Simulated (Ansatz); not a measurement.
Re: computed properties

Method: Ansatz, DFT r2SCAN, scalar-relativistic, plane waves, PAW.

Cutoff 500 eV; k points 18×18×18 on the computed 1-atom cell (Γ-centred); Gaussian smearing, width 0.10 eV; no spin polarisation.

The structure is relaxed at this level of theory with its symmetry kept. This fcc form isn't the element's structure at ambient conditions.

```cif
data_structure
_symmetry_space_group_name_H-M 'P 1'
_symmetry_Int_Tables_number 1
_cell_length_a 2.7531
_cell_length_b 2.7531
_cell_length_c 2.7531
_cell_angle_alpha 60.000
_cell_angle_beta 60.000
_cell_angle_gamma 60.000
_cell_volume 14.76
loop_
_atom_site_label
_atom_site_type_symbol
_atom_site_fract_x
_atom_site_fract_y
_atom_site_fract_z
_atom_site_occupancy
Re1 Re 0.00000 0.00000 0.00000 1
```

```json
{"Space group": "Fm-3m (No. 225)", "Volume per atom": "14.76 Å³", "Formation energy from the elements' standard states (uncorrected)": "+0.062 eV/atom", "Generalised Kohn–Sham band gap": "none (metal)", "Density of states at the Fermi level": "0.72 states/eV per cell", "Löwdin character within 0.5 eV of the Fermi level": "Re 5d 92 %, unprojected 4 %", "Bulk modulus": "387 GPa", "Its pressure derivative": "4.4", "Bader charges (e)": "Re (1 in the cell) 0.00"}
```

Spin-orbit coupling is left out, which matters for the bands of heavy elements.